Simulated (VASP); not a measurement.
**HfO2: relaxation of cell and atoms with LDA**

Crystal: HfO2.

```
Hf O
1.0
     5.11800    0.00000    0.00000
     0.00000    5.18570    0.00000
    -0.85866    0.00000    5.21387
Hf O
4 8
Direct
  0.27550 0.03970 0.20800
  0.72450 0.53970 0.29200
  0.72450 0.96030 0.79200
  0.27550 0.46030 0.70800
  0.44870 0.75810 0.48010
  0.55130 0.25810 0.01990
  0.55130 0.24190 0.51990
  0.44870 0.74190 0.98010
  0.07420 0.33160 0.34670
  0.92580 0.83160 0.15330
  0.92580 0.66840 0.65330
  0.07420 0.16840 0.84670
```

| Item | Value |
| --- | --- |
| Program | VASP 6.6.1 |
| Task | relaxation of cell and atoms |
| Functional | LDA |
| Potentials or basis | VASP PAW LDA potentials, release 64 (Hf_pv, O) |
| Cutoff | 600 eV |
| k mesh | 6 × 6 × 6 |
| Occupations | gaussian, width 0.03 eV |
| Spin | no spin polarisation |
| Further INCAR settings | ALGO = Normal; EDIFF = 1e-06; IBRION = 2; EDIFFG = -0.01; NSW = 90; ISIF = 3 |

| Item | Value |
| --- | --- |
| Relaxed volume | 11.00 Å³/atom |
| Relaxed cell | a = 5.031 Å, b = 5.125 Å, c = 5.191 Å, α = 90.00°, β = 99.53°, γ = 90.00° |
| Space group after relaxing (to 0.05 Å) | P2_1/c (No. 14) |
| Energy gained by relaxing | 19.7 meV/atom |
| Ionic steps | 29 |
| Pressure after relaxing | -0.1 GPa |
| Largest force after relaxing | 0.009 eV/Å |
| Band gap on the k mesh | 3.94 eV, indirect (least direct gap 4.04 eV) |

Forces in eV/Å, atoms in the order of the input:
```
Hf   0.005  0.005 -0.005
Hf  -0.005  0.005  0.005
Hf  -0.005 -0.005  0.005
Hf   0.005 -0.005 -0.005
O   -0.002 -0.004 -0.008
O    0.002 -0.004  0.008
O    0.002  0.004  0.008
O   -0.002  0.004 -0.008
O    0.002 -0.004  0.000
O   -0.002 -0.004  0.000
O   -0.002  0.004  0.000
O    0.002  0.004  0.000
```

The path:
```
step  energy change (eV)  largest force (eV/Å)  pressure (GPa)  volume (Å³)
   1              0.0000                0.4148          -10.46       138.38
   2              0.3447                0.6996           21.77       123.85
   3             -0.2075                0.3655            0.12       132.62
   4             -0.2076                0.3648            0.33       132.51
   5             -0.2210                0.3492            0.01       132.34
   6             -0.2231                0.1947            0.08       132.38
   7             -0.2294                0.0734           -0.04       132.43
   8             -0.2297                0.0828           -0.07       132.44
   9             -0.2316                0.0283            0.02       132.37
  10             -0.2318                0.0342            0.05       132.35
  11             -0.2322                0.0277           -0.06       132.40
  12             -0.2322                0.0338           -0.13       132.44
  13             -0.2325                0.0323            0.03       132.36
  14             -0.2325                0.0339            0.17       132.29
  15             -0.2328                0.0284            0.10       132.31
  16             -0.2330                0.0313           -0.07       132.36
  17             -0.2332                0.0249           -0.05       132.33
  18             -0.2338                0.0256           -0.01       132.26
  19             -0.2343                0.0361            0.07       132.13
  20             -0.2345                0.0325            0.02       132.13
  21             -0.2350                0.0362           -0.13       132.13
  22             -0.2350                0.0814           -0.43       132.13
  23             -0.2352                0.0558           -0.28       132.13
  24             -0.2355                0.0391           -0.17       132.06
  25             -0.2357                0.0253            0.13       131.89
  26             -0.2357                0.0247            0.09       131.91
  27             -0.2358                0.0192            0.04       131.93
  28             -0.2359                0.0117           -0.04       131.96
  29             -0.2358                0.0093           -0.07       131.98
```

Final structure:
```cif
data_structure
_symmetry_space_group_name_H-M 'P 1'
_symmetry_Int_Tables_number 1
_cell_length_a 5.0306
_cell_length_b 5.1251
_cell_length_c 5.1905
_cell_angle_alpha 90.000
_cell_angle_beta 99.534
_cell_angle_gamma 90.000
_cell_volume 131.98
loop_
_atom_site_label
_atom_site_type_symbol
_atom_site_fract_x
_atom_site_fract_y
_atom_site_fract_z
_atom_site_occupancy
Hf1 Hf 0.27787 0.04239 0.20801 1
Hf2 Hf 0.72213 0.54239 0.29199 1
Hf3 Hf 0.72213 0.95761 0.79199 1
Hf4 Hf 0.27787 0.45761 0.70801 1
O1 O 0.44624 0.75869 0.48225 1
O2 O 0.55376 0.25869 0.01775 1
O3 O 0.55376 0.24131 0.51775 1
O4 O 0.44624 0.74131 0.98225 1
O5 O 0.07350 0.34201 0.33669 1
O6 O 0.92650 0.84201 0.16331 1
O7 O 0.92650 0.65799 0.66331 1
O8 O 0.07350 0.15799 0.83669 1
```

Levels at points of the mesh, in eV from the valence-band top:
```
           k point  band 42  band 43  band 44  band 45  band 46  band 47
(0.00, 0.00, 0.00)    -0.49    -0.18     0.00     4.39     5.15     5.24
(0.50, 0.00, 0.00)    -0.66    -0.40    -0.10     3.94     5.13     5.33
(0.00, 0.50, 0.00)    -0.89    -0.47    -0.47     4.99     4.99     5.62
(0.50, 0.50, 0.00)    -1.00    -0.65    -0.65     4.73     4.73     5.29
(0.00, 0.00, 0.50)    -0.89    -0.49    -0.49     4.70     4.70     5.25
(0.50, 0.00, 0.50)    -1.04    -0.46    -0.46     4.33     4.33     5.50
(0.00, 0.50, 0.50)    -0.95    -0.64    -0.64     4.90     4.90     5.13
(0.50, 0.50, 0.50)    -1.15    -0.73    -0.73     4.56     4.56     5.27
```

Run time: 42 min on 4 MPI ranks on Intel(R) Xeon(R) 6975P-C (Granite Rapids) (shared host), peak memory 0.59 GiB a rank.

Caveat: spin-orbit coupling is left out, which moves the levels of the heavy elements. Zero-point motion and thermal expansion aren't in these numbers.
